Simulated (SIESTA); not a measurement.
## GaCuSe2: band structure with LDA

**What was measured.**

“Growth and anisotropy of transport properties of CuGaSe2 single crystals”, 2018, pmc:6251020 reports, for a bulk crystal of GaCuSe2: band gap 1.72 eV.

Crystal: GaCuSe2.

```
Se Ga Cu
1.0
    -2.80955    2.80955    5.51300
     2.80955   -2.80955    5.51300
     2.80955    2.80955   -5.51300
Se Ga Cu
4 2 2
Direct
  0.12562 0.62500 0.00062
  0.87500 0.87438 0.49938
  0.62438 0.12500 0.99938
  0.37500 0.37562 0.50062
  0.25000 0.75000 0.50000
  0.50000 0.50000 0.00000
  0.75000 0.25000 0.50000
  0.00000 0.00000 0.00000
```

```
Program             : SIESTA 5.4.2
Task                : band structure
Functional          : LDA
Potentials or basis : PseudoDojo 0.4 standard (LDA files)
Basis               : DZP (energy shift 0.003 Ry; two zetas on semicore shells)
Grid cutoff         : 800 Ry
Energy shift        : 0.003 Ry
k mesh              : 7 × 7 × 7
Occupations         : fermi-dirac, width 0.05 eV
Spin                : no spin polarisation
```

The pressure is -1.8 GPa and the largest force is 0.466 eV/Å. The band gap on the k mesh is 0.28 eV, direct and the band gap along the path is 0.28 eV, direct.

Forces on the atoms (eV/Å):
```
Se   0.000 -0.465  0.000
Se   0.466  0.000  0.000
Se   0.000  0.466  0.000
Se  -0.465  0.000  0.000
Ga   0.000  0.000  0.000
Ga   0.000  0.000  0.000
Cu   0.000  0.000  0.000
Cu   0.000  0.000  0.000
```

Stress tensor (GPa, compression positive):
```
-1.86  0.00  0.00
 0.00 -1.86  0.00
 0.00  0.00 -1.60
```

Levels at the corners of the path, in eV from the valence-band top:
```
point  band 60  band 61  band 62  band 63  band 64  band 65  band 66  band 67  band 68  band 69
    Γ    -1.68    -1.58    -0.13    -0.13     0.00     0.28     2.02     2.43     4.17     4.17
    X    -1.38    -0.85    -0.85    -0.51    -0.51     1.22     1.22     3.57     3.57     4.91
    Y    -1.45    -0.88    -0.88    -0.71    -0.71     1.50     1.50     4.06     4.06     4.20
    S    -1.63    -1.45    -1.23    -0.76    -0.57     2.03     2.43     2.61     3.63     4.61
    Γ    -1.68    -1.58    -0.13    -0.13     0.00     0.28     2.02     2.43     4.17     4.17
    Z    -1.29    -1.24    -1.24    -0.93    -0.93     1.95     1.95     2.08     2.08     3.10
   S1    -1.63    -1.45    -1.23    -0.76    -0.57     2.03     2.43     2.61     3.63     4.61
    N    -1.42    -1.37    -1.25    -1.13    -0.57     2.19     2.62     3.33     4.36     4.41
    P    -1.37    -0.87    -0.87    -0.70    -0.70     1.62     1.62     3.28     3.28     4.76
   Y1    -1.45    -0.88    -0.88    -0.71    -0.71     1.50     1.50     4.06     4.06     4.20
    Z    -1.29    -1.24    -1.24    -0.93    -0.93     1.95     1.95     2.08     2.08     3.10
    X    -1.38    -0.85    -0.85    -0.51    -0.51     1.22     1.22     3.57     3.57     4.91
    P    -1.37    -0.87    -0.87    -0.70    -0.70     1.62     1.62     3.28     3.28     4.76
```

Run time: 4.2 min on 1 thread of Arm Neoverse V2 (shared host), peak memory 0.81 GiB.

Measured gap of GaCuSe2: 1.72 eV (“Growth and anisotropy of transport properties of CuGaSe2 single crystals”, 2018, pmc:6251020). This calculation gives 0.28 eV (-1.44 eV). So large a miss can be the level of theory's own, or it may mean another phase, state or a wrong row. 2 values of this kind are on record in papers (1.7 to 1.72 eV); this one was drawn at random among those near their median. Spin-orbit coupling on Ga, Se is left out. The value is that of LDA in an atomic basis (PseudoDojo 0.4 standard (LDA files), DZP (energy shift 0.003 Ry; two zetas on semicore shells)), whose error adds to the functional's,, without temperature or zero-point motion. Semilocal functionals fall short of measured gaps as a rule.

Caveat: short orbitals over semicore shells can move pressures by several GPa; the basis of atomic orbitals isn't converged, which shifts pressures, moduli and gaps.
